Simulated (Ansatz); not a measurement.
# InP under changes of volume

One of the cells (25.167 Å³/atom); the others are scaled copies at fixed shape and fractional positions:

```xyz
2
Lattice="0.0000 2.9305 2.9305 2.9305 0.0000 2.9305 2.9305 2.9305 0.0000" Properties=species:S:1:pos:R:3 pbc="T T T"
In    0.0000    0.0000    0.0000
P     4.3957    4.3957    4.3957
```

```yaml
Program: Ansatz 0.2.0
Functional: PBEsol0
Potentials_or_basis: Ansatz PAW
Cutoff: "420 eV (not typed: the program's choice for these potentials)"
k_mesh: 4 × 4 × 4
Occupations: fermi-dirac, width 0.05 eV
Spin: no spin polarisation
```

| volume (Å³/atom) | energy over the lowest point (meV/atom) | pressure (GPa) | gap on the mesh (eV) |
| --- | --- | --- | --- |
| 23.657 | 19.58 | 4.8 | 2.47 |
| 24.160 | 7.43 | 2.9 | 2.35 |
| 24.663 | 1.13 | 1.2 | 2.22 |
| 25.167 | 0.00 | -0.4 | 2.09 |
| 25.670 | 3.51 | -1.8 | 1.97 |
| 26.173 | 11.18 | -3.1 | 1.85 |
| 26.677 | ? | ? | ? |

Problem. What does the run at 26.677 Å³/atom give?

Solution. Energy over the lowest point 22.58 meV/atom; pressure -4.2 GPa; gap on the mesh 1.73 eV.

Worked out: A Birch-Murnaghan fit of order 3 (a polynomial in V^(-2/3)) to the other rows has its minimum at 25.03 Å³/atom with B0 = V·E''(V) = 76 GPa and B' = 4.6. It gives 22.56 meV/atom at 26.677 Å³/atom, against the run's 22.58, and -dE/dV = -4.2 GPa, against -4.2. A straight line through the other rows of the gap, of slope -6.18 eV per unit of ln V (its deformation potential), extrapolates to 1.73 eV, against the run's 1.73.

Energies are extrapolated to zero smearing.

Caveats: all runs use coarse meshes; spin-orbit coupling is left out, which moves the levels of the heavy elements; the PAW data sets come from PBE, with cores solved anew for the run's functional, which leaves a small shift of forces and pressure; the thresholds are loose for stress.
